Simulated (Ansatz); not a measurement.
## Mo2NOS MXene monolayer in a perpendicular field

Aim: how the Mo2NOS MXene monolayer screens a field along its normal, and what the field does to its bands. A positive field points along +c.

Method: plane-wave DFT, PBE-D3(BJ), Ansatz PAW, in Ansatz 0.2.0.

## 1. The structure

The cell holds 5 atoms: 1 S, 2 Mo, 1 N and 1 O. Cell: a = 2.953 Å, b = 2.953 Å, c = 41.401 Å, α = 90.0°, β = 90.0°, γ = 120.0°. Vacuum lies along c.

## 2. Relaxation

The starting cell is a guess, so the in-plane lattice and the atoms are relaxed first, with the slab cut off from its images along the normal.

input.yaml

```yaml
crystal:
  lattice:
    - [2.953236, 0.0, 0.0]
    - [-1.476618, 2.5575773994, 0.0]
    - [0.0, 0.0, 41.4012251639]
  atoms:
    - { symbol: S, position: [0.3333333333, 0.6666666667, 0.4371851299] }
    - { symbol: Mo, position: [0.6666666667, 0.3333333333, 0.4792079784], spin: 1.0 }
    - { symbol: "N", position: [0.0, 0.0, 0.5073537214] }
    - { symbol: Mo, position: [0.3333333333, 0.6666666667, 0.5354994645], spin: 1.0 }
    - { symbol: O, position: [0.6666666667, 0.3333333333, 0.5628148701] }
  periodic: [true, true, false]
magnetization:
  spin_polarized: true
kpoints:
  mp_grid: { grid: [12, 12, 1] }
hamiltonian:
  xc: pbe
  dispersion: d3bj
scf:
  occupations: { method: fermi_dirac, width: 0.05 }
  convergence: { dr2_threshold: 1.0e-09 }
relax:
  f_tol: 0.004
  max_steps: 90
  cell: {}
output:
  write_potential: true
  write_density: true
  volumetric_format: npy
```

On the command line:

```sh
> ansatz run input.yaml --threads 2 --pin off --max-ram 3072MiB --backend cpu --events-out ev --progress --plain --runs-dir out
```

Numbers of over 12 decimals in the logs are rounded to 6 here.

The log of the run:

```text
Warning: relax.cell: scf.convergence.dr2_threshold = 1e-9 eV is looser than the 2.16377859689e-10 eV advised for a relaxation that steers and ends on the stress (1e-10 eV for each atom of the cell: 5, times the square of relax.cell.stress_2d_tol = 0.05 N/m over 15.2 Å (the atoms' height at the walk's start and 5 Å past either face), 3.289e-2 GPa, over a crystal's default 0.05). What an SCF threshold leaves in a stress goes as its square root, and in the free energy as the threshold itself, and one threshold admits the most on a small cell: [figures from the program's tests cut] Set scf.convergence.dr2_threshold to 2.16377859689e-10 eV or tighter. [rest of the remark cut]
Engine: ansatz 0.2.0, x86_64-unknown-linux-gnu
Pseudopotentials: kind: paw
Pseudopotential: S, paw, valence charge 6, recommended cutoff 420 eV (normal), S.paw.azcp
Pseudopotential: Mo, paw, valence charge 14, recommended cutoff 420 eV (normal), Mo.paw.azcp
Pseudopotential: N, paw, valence charge 5, recommended cutoff 420 eV (normal), N.paw.azcp
Pseudopotential: O, paw, valence charge 6, recommended cutoff 420 eV (normal), O.paw.azcp
Functional definition: PBE
  parameter kappa = 0.804
  parameter beta = 0.066725
  exchange = pbe_x(kappa = kappa, mu = beta*pi^2/3)
  correlation = pbe_c(beta = beta)
Crystal: 5 atoms, lattice volume = 312.709 Å³
Basis set: ecut = 420 eV, 6031 PW (Γ), exchange–correlation on 40×40×576 points (8 copies of the dense FFT grid, shifted against one another)
Bands: 29, of which v1, the nominal top of the filled ones, is band 23 counted from 1 (22 counted from 0)
Symmetry: 6 space group operations
Space group: P3m1 (ITA 156), of the structure as read, at distance tolerance 6.8e-5 Å
Magnetic group: BNS 156.49 (UNI 1279), of the structure as read, at distance tolerance 6.8e-5 Å
k-points: 19 of 144 (time reversal used)
Non-local potential: S, projectors of the file, l = 0: 2, l = 1: 2, l = 2: 2
Non-local potential: Mo, projectors of the file, l = 0: 3, l = 1: 2, l = 2: 2, l = 3: 1
Non-local potential: N, projectors of the file, l = 0: 2, l = 1: 2, l = 2: 1
Non-local potential: O, projectors of the file, l = 0: 2, l = 1: 2, l = 2: 1
PAW form: soft (Blöchl's): semilocal exchange-correlation on the pseudo side does not see the compensation charge
PAW one-centre angular grid: S, 110 points (default); XC on 64 Gauss nodes
PAW one-centre angular grid: Mo, 590 points (default); XC on 64 Gauss nodes
PAW one-centre angular grid: N, 110 points (default); XC on 64 Gauss nodes
PAW one-centre angular grid: O, 110 points (default); XC on 64 Gauss nodes
Initial density: superposition of atomic densities (neutral atoms: chi_scale 0, normalization atom)
Starting moments: Σ|m| = 2 μB on 2 of 5 sites
Initial wavefunctions: pseudopotential atomic-orbital guess
Functional: x = pbe(κ = 0.804, μ = 0.219515), c = pbe(β = 0.066725)
SCF iter   1: F=—  HF=-11773.221089 eV  |F-HF|=—  |Δ(HF+E_count)|=         —  Δρ=4.13e-2 (↑4.13e-2 ↓3.61e-2)  dr2=2.29e1  dr2_m=9.93e-2  M=1.054 μB ∫|m|=1.180 μB  β_m=0.30  ethr=3.10e-3  ⟨swp⟩=17.7  Hψ=10013  notcnv=0
Mixer restart at iter 1: flushing history
preconditioner: auto → LDOS  [metal: Δε(μ)=0.009 eV  Ē_g=10.712 eV  σ=0.050 eV  W_gap=0.04  n_scr=26 (ndim 8)  ℏωp=11.3 eV  f_vac=0.787  D(μ)=2.94/eV (n_scr^D=16)]
spin=Collinear: LDOS preconditioning applied to the charge; magnetization (m = ρ↑ − ρ↓) channel mixes plain (no charge-response kernel on spin).
SCF iter   2: F=—  HF=-11769.594346 eV  |F-HF|=—  |Δ(HF+E_count)|=    3.63e0  Δρ=2.71e-2 (↑2.71e-2 ↓2.36e-2)  dr2=1.06e1  dr2_m=5.56e-2  M=0.960 μB ∫|m|=1.093 μB  β_m=0.55  ethr=3.10e-3  ⟨swp⟩=3.9  Hψ=3175  notcnv=0  defer=24
SCF iter   3: F=—  HF=-11767.333822 eV  |F-HF|=—  |Δ(HF+E_count)|=    2.26e0  Δρ=4.95e-3 (↑4.95e-3 ↓4.93e-3)  dr2=3.13e-1  dr2_m=9.36e-3  M=0.708 μB ∫|m|=0.815 μB  β_m=0.62  ethr=3.10e-3  ⟨swp⟩=4.4  Hψ=3303  notcnv=0  defer=24
SCF iter   4: F=—  HF=-11767.350696 eV  |F-HF|=—  |Δ(HF+E_count)|=   1.69e-2  Δρ=1.83e-3 (↑1.83e-3 ↓1.51e-3)  dr2=1.28e-2  dr2_m=4.67e-3  M=0.609 μB ∫|m|=0.687 μB  β_m=0.67  ethr=6.97e-4  ⟨swp⟩=4.3  Hψ=2871  notcnv=0  defer=9
SCF iter   5: F=—  HF=-11767.383812 eV  |F-HF|=—  |Δ(HF+E_count)|=         —  Δρ=2.52e-3 (↑2.52e-3 ↓2.51e-3)  dr2=1.56e-3  dr2_m=1.77e-2  M=0.330 μB ∫|m|=0.374 μB  β_m=0.67  ethr=2.84e-5  ⟨swp⟩=4.0  Hψ=3117  notcnv=0  defer=9
SCF iter   6: F=—  HF=-11767.383984 eV  |F-HF|=—  |Δ(HF+E_count)|=   1.72e-4  Δρ=1.56e-3 (↑1.46e-3 ↓1.56e-3)  dr2=4.00e-4  dr2_m=6.46e-3  M=0.241 μB ∫|m|=0.270 μB  β_m=0.83  ethr=3.47e-6  ⟨swp⟩=3.4  Hψ=2680  notcnv=0  defer=9
SCF iter   7: F=—  HF=-11767.385121 eV  |F-HF|=—  |Δ(HF+E_count)|=   1.14e-3  Δρ=4.98e-4 (↑4.98e-4 ↓4.27e-4)  dr2=9.20e-4  dr2_m=5.48e-4  M=0.091 μB ∫|m|=0.099 μB  β_m=0.77  ethr=8.89e-7  ⟨swp⟩=4.5  Hψ=3190  notcnv=0  defer=9
SCF iter   8: F=—  HF=-11767.385107 eV  |F-HF|=—  |Δ(HF+E_count)|=   1.45e-5  Δρ=2.18e-4 (↑2.18e-4 ↓1.96e-4)  dr2=3.21e-5  dr2_m=1.18e-4  M=0.044 μB ∫|m|=0.047 μB  β_m=0.89  ethr=8.89e-7  ⟨swp⟩=3.8  Hψ=2685  notcnv=0  defer=9
SCF iter   9: F=—  HF=-11767.385207 eV  |F-HF|=—  |Δ(HF+E_count)|=   1.00e-4  Δρ=5.02e-5 (↑5.02e-5 ↓4.62e-5)  dr2=9.49e-6  dr2_m=4.98e-6  M=-0.001 μB ∫|m|=0.003 μB  β_m=0.88  ethr=7.14e-8  ⟨swp⟩=4.9  Hψ=3468  notcnv=0  defer=9
SCF iter  10: F=—  HF=-11767.385230 eV  |F-HF|=—  |Δ(HF+E_count)|=   2.31e-5  Δρ=2.56e-5 (↑2.56e-5 ↓2.10e-5)  dr2=1.85e-6  dr2_m=1.31e-6  M=-0.003 μB ∫|m|=0.003 μB  β_m=0.84  ethr=2.11e-8  ⟨swp⟩=3.0  Hψ=2534  notcnv=0  defer=9
SCF iter  11: F=—  HF=-11767.385231 eV  |F-HF|=—  |Δ(HF+E_count)|=   8.24e-7  Δρ=4.47e-6 (↑4.47e-6 ↓4.39e-6)  dr2=2.89e-7  dr2_m=3.29e-8  M=0.000 μB ∫|m|=0.000 μB  β_m=0.80  ethr=4.11e-9  ⟨swp⟩=3.2  Hψ=2542  notcnv=0  defer=9
SCF iter  12: F=—  HF=-11767.385231 eV  |F-HF|=—  |Δ(HF+E_count)|=   1.42e-7  Δρ=2.47e-6 (↑2.28e-6 ↓2.47e-6)  dr2=2.21e-8  dr2_m=1.19e-8  M=0.000 μB ∫|m|=0.000 μB  β_m=0.77  ethr=6.41e-10  ⟨swp⟩=3.4  Hψ=2425  notcnv=0  defer=9
SCF iter  13: F=—  HF=-11767.385231 eV  |F-HF|=—  |Δ(HF+E_count)|=   3.01e-8  Δρ=7.22e-7 (↑7.22e-7 ↓6.58e-7)  dr2=5.85e-10  dr2_m=1.19e-9  M=0.000 μB ∫|m|=0.000 μB  β_m=0.88  ethr=4.91e-11  ⟨swp⟩=3.6  Hψ=2741  notcnv=0  defer=9
SCF iter  14: F=—  HF=-11767.385231 eV  |F-HF|=—  |Δ(HF+E_count)|=   1.86e-8  Δρ=2.27e-7 (↑2.27e-7 ↓2.24e-7)  dr2=3.98e-10  dr2_m=6.42e-11  M=0.000 μB ∫|m|=0.000 μB  β_m=0.82  ethr=1.30e-12  ⟨swp⟩=4.8  Hψ=3469  notcnv=0  defer=9
[...]
relax step   4: F+E_penalty+E_count = -11767.96007243 eV  Δ(F+E_penalty+E_count) = -2.613e-2 eV  max|allowed force component| = 9.537e-1 eV/Å  Δτ_max = 0.1973 Å  P = +0.885 N/m  Ω = 305.307 Å³  energy of the carried Pulay correction = +3.255e-3 eV  fix = [c, alpha, beta]  reactions: c +0.000 N/m  (11 SCF iters, accepted)
[...]
relax step   5: F+E_penalty+E_count = -11768.00710246 eV  Δ(F+E_penalty+E_count) = -4.703e-2 eV  max|allowed force component| = 1.460e-1 eV/Å  Δτ_max = 0.1111 Å  P = -1.331 N/m  Ω = 315.930 Å³  energy of the carried Pulay correction = -1.393e-3 eV  fix = [c, alpha, beta]  reactions: c -0.000 N/m  (11 SCF iters, accepted)
[...]
relax step   6: F+E_penalty+E_count = -11768.01423569 eV  Δ(F+E_penalty+E_count) = -7.133e-3 eV  max|allowed force component| = 6.213e-2 eV/Å  Δτ_max = 0.0262 Å  P = -0.160 N/m  Ω = 312.318 Å³  energy of the carried Pulay correction = +1.699e-4 eV  fix = [c, alpha, beta]  reactions: c -0.000 N/m  (10 SCF iters, accepted)
[...]
relax step   7: F+E_penalty+E_count = -11768.01479878 eV  Δ(F+E_penalty+E_count) = -5.631e-4 eV  max|allowed force component| = 4.221e-2 eV/Å  Δτ_max = 0.0058 Å  P = +0.077 N/m  Ω = 311.589 Å³  energy of the carried Pulay correction = +4.875e-4 eV  fix = [c, alpha, beta]  reactions: c +0.000 N/m  (8 SCF iters, accepted)
[...]
relax step   8: F+E_penalty+E_count = -11768.01480158 eV  Δ(F+E_penalty+E_count) = -2.799e-6 eV  max|allowed force component| = 2.815e-3 eV/Å  Δτ_max = 0.0013 Å  P = -0.013 N/m  Ω = 311.738 Å³  energy of the carried Pulay correction = +4.226e-4 eV  fix = [c, alpha, beta]  reactions: c -0.000 N/m  (7 SCF iters, accepted)
Initial wavefunctions: pseudopotential atomic-orbital guess (no wavefunctions were taken with the density)
iter 1 solved again at ethr=1.34e-7 eV; its pass at ethr=3.10e-3 eV (dr2=6.02e-5 eV) is discarded
SCF iter   1: F=—  HF=-11768.014192 eV  |F-HF|=—  |Δ(HF+E_count)|=         —  Δρ=4.37e-6 (↑4.37e-6 ↓4.36e-6)  dr2=4.06e-8  dr2_m=2.52e-11  M=-0.000 μB ∫|m|=0.000 μB  β_m=0.65  ethr=1.34e-7  ⟨swp⟩=7.6  Hψ=16406  notcnv=0
spin=Collinear: LDOS preconditioning applied to the charge; magnetization (m = ρ↑ − ρ↓) channel mixes plain (no charge-response kernel on spin).
SCF iter   2: F=—  HF=-11768.014380 eV  |F-HF|=—  |Δ(HF+E_count)|=   1.88e-4  Δρ=1.45e-6 (↑1.44e-6 ↓1.45e-6)  dr2=8.07e-9  dr2_m=9.04e-12  M=-0.000 μB ∫|m|=0.000 μB  β_m=0.54  ethr=9.03e-11  ⟨swp⟩=5.6  Hψ=4142  notcnv=0
SCF iter   3: F=—  HF=-11768.014380 eV  |F-HF|=—  |Δ(HF+E_count)|=   2.25e-8  Δρ=6.72e-7 (↑6.69e-7 ↓6.72e-7)  dr2=1.25e-9  dr2_m=3.64e-12  M=-0.000 μB ∫|m|=0.000 μB  β_m=0.70  ethr=1.79e-11  ⟨swp⟩=3.4  Hψ=2147  notcnv=0
SCF iter   4: F=-11768.014380 eV  HF=-11768.014380 eV  |F-HF|=8.91e-10  |Δ(HF+E_count)|=   2.79e-9  Δρ=9.64e-8 (↑9.52e-8 ↓9.64e-8)  dr2=2.42e-10  dr2_m=5.67e-13  M=-0.000 μB ∫|m|=0.000 μB  ethr=2.22e-12  ⟨swp⟩=15.0  Hψ=10644  notcnv=0
the starting moments were not kept: the SCF closed with an absolute magnetisation of 3.4e-6 μB, where they sum to 2 μB in size (2 sites). That is at most 0.1 of that sum. Measured as dr2_m measures the in/out step, that magnetisation stands 1.7e-12 eV from none, at or under the dr2_threshold of 1.0e-9 eV: it is no larger than a step whose dr2_m would equal this threshold.
SCF 9 converged in 4 iterations: F = -11768.014380 eV  dr2 = 2.42e-10
relax step   9: F+E_penalty+E_count = -11768.01438041 eV  Δ(F+E_penalty+E_count) = +4.212e-4 eV  max|allowed force component| = 2.851e-3 eV/Å  Δτ_max = 0.0000 Å  P = -0.020 N/m  Ω = 311.738 Å³  fix = [c, alpha, beta]  reactions: c -0.000 N/m  stress off target by 2.00e-2 N/m on what of the cell is left free  SCF on the basis re-selected at this cell (its energy is not comparable with the rows above)  (4 SCF iters)
basis re-selected at this cell: Δ(F+E_penalty+E_count) = +4.212e-4 eV, ΔP = -0.007 N/m vs the last step (what re-selecting the basis moved, of the pressure what is left beyond the Pulay correction that the steps carried, after the strain that the cell walked since its last selection, with what the two solves' SCF thresholds leave and, on support functions, any second-order correction that the steps lacked; it is no m [...]
WARN: The output density's exchange-correlation potential varies sharply where the density is thin. Do not read a vacuum level from v_tot or v_xc, or from such a field of the output density. On a cell that repeats whose density bears no net charge and no dipole along the vacuum's axis use v_es (v_loc + v_h of the components); under efield.dipole_correction with no amplitude use v_es + v_field, which holds any externa [...]
SCF converged after 4 iterations
Magnetization: -0.0000 μB (22.5000 up, 22.5000 down)
Absolute magnetization: 0.0000 μB (∫|ρ↑−ρ↓|, with the PAW one-centre terms)
Spin contamination: 0.0000 ħ² per cell (⟨S²⟩ above its minimum at these occupations)
Per-site moments (μB) at R_I (Å): [(1.1493287792722397e-7, 0.977582), (-8.623812151343538e-7, 0.923263), (-1.0431582229131916e-7, 0.885769), (-1.0887460981879655e-6, 0.847797), (-6.846254122072944e-8, 0.847797)]
Free energy (F): -11768.014380 eV
Harris-Foulkes:  -11768.014380 eV  (|F-HF|=8.91e-10)
Internal energy: -11767.987190 eV  (E = F + TS)
E sigma→0 (E₀):  -11768.000785 eV
Entropy (-TS):   -0.027190 eV (-5.438 meV/atom)
Fermi energy:    -5.706897 eV
--- Per-component energies (eV) ---
  E_band       = -1133.434600
  E_kinetic    = 1297.709650
  E_local      = -201940.848497  (includes V_loc(G=0)·N_el)
  E_nonlocal   = 407.055866
  E_hartree    = 100082.958961
  E_xc         = -598.712176
  E_vxc        = -717.167646  (∫ρ·V_xc dr)
  E_paw        = -7287.112345  (= ΣΔE_a)
  E_vpaw       = -346.102877  (= ΣTr[D̂ρ^β])
  E_aug_tail   = 0.002621  (compensation charges beyond the density's cutoff)
  E_ewald      = 96272.564286
  E_disp       = -1.605557  (pairwise vdW)
  E_smearing   = -0.027190  (= −TS)
  E_closure    = -0.000000  (closes the sum)
  Σ components = -11768.014380   (vs F -11768.014380, Δ=0.00e0)
--- Forces (eV/Å), atoms counted from 1 ---
  atom   1  S      0.00000000    -0.00000000     0.00020899
  atom   2  Mo     0.00000000     0.00000000     0.00059166
  atom   3  N      0.00000000    -0.00000000     0.00105412
  atom   4  Mo     0.00000000    -0.00000000     0.00099891
  atom   5  O     -0.00000000    -0.00000000    -0.00285031
  max |Σ_I F_I| component: 3.37e-6 eV/Å
--- 2D stress c σ (N/m, compression-positive) ---
       -0.019965      -0.000000       0.000000
       -0.000000      -0.019965       0.000000
        0.000000       0.000000      -0.000000
  P = ½ c Tr σ = -0.0200 N/m
--- Band table (eV; the first three rows and the last of 38) ---
  k-point 0 ↑: bands = [... 19 lower, -7.2484, -7.2484, -6.5516, -6.5516, -5.8324, -5.8324, -5.2335, -3.1795, ... 2 higher]
  k-point 1 ↑: bands = [... 19 lower, -7.5558, -7.3613, -6.3292, -6.1821, -5.8909, -5.7738, -5.1551, -3.3977, ... 2 higher]
  k-point 2 ↑: bands = [... 19 lower, -7.7675, -7.4946, -6.3202, -6.0621, -5.8281, -5.2025, -4.8943, -3.4769, ... 2 higher]
  k-point 18 ↓: bands = [... 19 lower, -9.6829, -6.1036, -5.5124, -5.1959, -4.8744, -4.8360, -4.2896, -2.9197, ... 2 higher]
  the weakly bound empty levels are not read free of the cell's end (no_gap_told)
--- Relaxed structure (8 steps of the walk, 8 accepted, 1 SCFs on fresh bases) ---
  F+E_penalty+E_count = -11768.01438041 eV   max|allowed force component| = 2.851e-3 eV/Å   (the final SCF, on the basis selected at the relaxed cell)
  cell:  # Å, volume = 311.7379 Å³
    - [2.948648, 0, 0]
    - [-1.474324, 2.553604, 0]
    - [0, 0, 41.4012251639]
  atoms:
    - { symbol: S, position: [0.333333, 0.666667, 0.433289] }
    - { symbol: Mo, position: [0.666667, 0.333333, 0.473111] }
    - { symbol: N, position: [0, 0, 0.508209] }
    - { symbol: Mo, position: [0.333333, 0.666667, 0.539820] }
    - { symbol: O, position: [0.666667, 0.333333, 0.567633] }
```

It took 1.8 min on 2 threads of AMD EPYC 9R14 (Zen 4), shared host; peak memory 0.77 GiB.

Step by step:

| step | energy less that of the first step (eV) | largest force component (eV/Å) | volume (Å³) |
| --- | --- | --- | --- |
| 1 | 0.0000 | 3.4038 | 312.71 |
| 2 | -0.4573 | 1.2323 | 330.91 |
| 3 | -0.5487 | 0.6497 | 326.21 |
| 4 | -0.5748 | 0.9537 | 305.31 |
| 5 | -0.6219 | 0.1460 | 315.93 |
| 6 | -0.6290 | 0.0621 | 312.32 |
| 7 | -0.6296 | 0.0422 | 311.59 |
| 8 | -0.6296 | 0.0028 | 311.74 |
| 9* | -0.6291 | 0.0029 | 311.74 |

Relaxation steps marked * repeat the geometry before them on a plane-wave basis chosen anew for their cell, so energy and pressure can jump there.

Forces are held to the 6 operations that the run works with; a distortion that breaks them can't arise in this run.

| cell as run | before | after | change |
| --- | --- | --- | --- |
| a (Å) | 2.953 | 2.949 | -0.2 % |
| b (Å) | 2.953 | 2.949 | -0.2 % |

The atoms that moved most (Å, along periodic axes as changes of fractional coordinates times the final cell, across vacuum about the mean position):

| atom | dx | dy | dz | length |
| --- | --- | --- | --- | --- |
| Mo2 | 0.000 | 0.000 | -0.252 | 0.252 |
| O5 | 0.000 | 0.000 | 0.199 | 0.199 |
| Mo4 | 0.000 | 0.000 | 0.179 | 0.179 |
| S1 | 0.000 | 0.000 | -0.161 | 0.161 |
| N3 | 0.000 | 0.000 | 0.035 | 0.035 |

The relaxed structure:

```cif
data_structure
_symmetry_space_group_name_H-M 'P 1'
_symmetry_Int_Tables_number 1
_cell_length_a 2.9486
_cell_length_b 2.9486
_cell_length_c 41.4012
_cell_angle_alpha 90.000
_cell_angle_beta 90.000
_cell_angle_gamma 120.000
_cell_volume 311.74
loop_
_atom_site_label
_atom_site_type_symbol
_atom_site_fract_x
_atom_site_fract_y
_atom_site_fract_z
_atom_site_occupancy
S1 S 0.33333 0.66667 0.43329 1
Mo2 Mo 0.66667 0.33333 0.47311 1
N3 N 0.00000 0.00000 0.50821 1
Mo4 Mo 0.33333 0.66667 0.53982 1
O5 O 0.66667 0.33333 0.56763 1
```

This step gave:

```yaml
energy_at_zero_smearing: -11768.0008 eV
```

The lattice constant a goes from 2.953 to 2.949 Å.

(Continued in part 2 of 2.)

[Logs are printed without paths, hosts, clocks, repeated set-up lines and the standing remarks that a program may print on its own settings, such as how far it seeks lower states.]

[Hosts, paths, dates, database ids (printed as entryN), source tags and the programs' standing remarks are cut or masked in the printed files.]

[Maps of the electrostatic potential energy from Ansatz leave out the sawtooth potential of an applied field or a dipole correction, so their vacuum need not be flat; planar profiles and work functions include it.]
